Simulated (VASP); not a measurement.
A run of VASP 6.6.1 is set up as follows.

The input INCAR:

```
SYSTEM = Ru
ALGO = Fast
DIPOL = 0.5 0.5 0.500
EDIFF = 1E-6
ENCUT = 520
GGA = PE
IDIPOL = 3
ISIF = 2
ISMEAR = 1
LASPH = .True.
LCHARG = .True.
LDIPOL = .True.
LELF = .True.
LREAL = .False.
LVACPOTAV = .True.
LVHAR = .True.
LWAVE = .False.
NELM = 80
PREC = Accurate
SIGMA = 0.1
```

The input KPOINTS:

```
k-points
0
Gamma
  14 14 1
  0 0 0
```

Contents of POSCAR:

```
Ru                                      
1.0
    2.7193470000      0.0000000000      0.0000000000
   -1.3596735000      2.3550235400      0.0000000000
    0.0000000000      0.0000000000     21.2445491100
  Ru            
     4
Selective dynamics
Direct
     0.3333330000000032    0.6666669999999968    0.3483246400000013   F   F   F
     0.6666669999999968    0.3333330000000032    0.4458864225745012   T   T   T
     0.3333330000000032    0.6666669999999968    0.5475913066854893   T   T   T
     0.6666669999999968    0.3333330000000032    0.6451858022670190   T   T   T
```

Potentials or basis: VASP PAW PBE potentials, release 64 (Ru_pv).

Launch:

```sh
$ cat potpaw_PBE.64/Ru_pv/POTCAR > POTCAR
$ mpirun -np 1 vasp_std > vasp.out
```

Problem. Predict the work function of the upper face.

Solution. 5.03 eV.

Problem. What does it give for the work function of the lower face?

Solution. 5.03 eV.

Problem. Estimate the largest force.

Solution. 0.008 eV/Å.

Problem. What does it give for the band gap on the k mesh?

Solution. None (metal or under the smearing width).

Forces on the atoms (eV/Å):
```
Ru   0.000  0.000 -0.008
Ru   0.000  0.000  0.002
Ru   0.000  0.000  0.005
Ru   0.000  0.000  0.001
```
